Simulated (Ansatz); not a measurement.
Li3N (Li3N type, space group P6/mmm)

```xyz
4
Lattice="3.6071 0.0000 0.0000 -1.8036 3.1239 0.0000 0.0000 0.0000 3.8446" Properties=species:S:1:pos:R:3 pbc="T T T"
Li     0.0000     0.0000     1.9223
Li     0.0000     2.0826     0.0000
Li     1.8036     1.0413     0.0000
N      0.0000     0.0000     0.0000
```

This relaxed cell (volume V₀) is scaled evenly in all directions, its shape held. Symmetry pins the atoms to their sites.

Method: PBEsol (plane waves to 420 eV, PAW, scalar-relativistic; Ansatz, a quantum-chemistry and plane-wave program). k mesh 11×11×9 (Γ-centred), Fermi-Dirac smearing 0.05 eV. Stress and pressure are positive under compression. Li3N was relaxed with its symmetry unable to fall.

At one point of the scan the stress tensor (GPa) is:

```
   -2.6      0.0      0.0
    0.0     -2.6      0.0
    0.0      0.0     -2.5
```

**Question.** Which point is it?
A) V/V₀ = 1.080
B) V/V₀ = 1.160
C) V/V₀ = 1.053
D) V/V₀ = 1.133

**Answer.** C, V/V₀ = 1.053

(Under strain, the slope of the energy per volume gives the stress and its curvature an elastic modulus.)
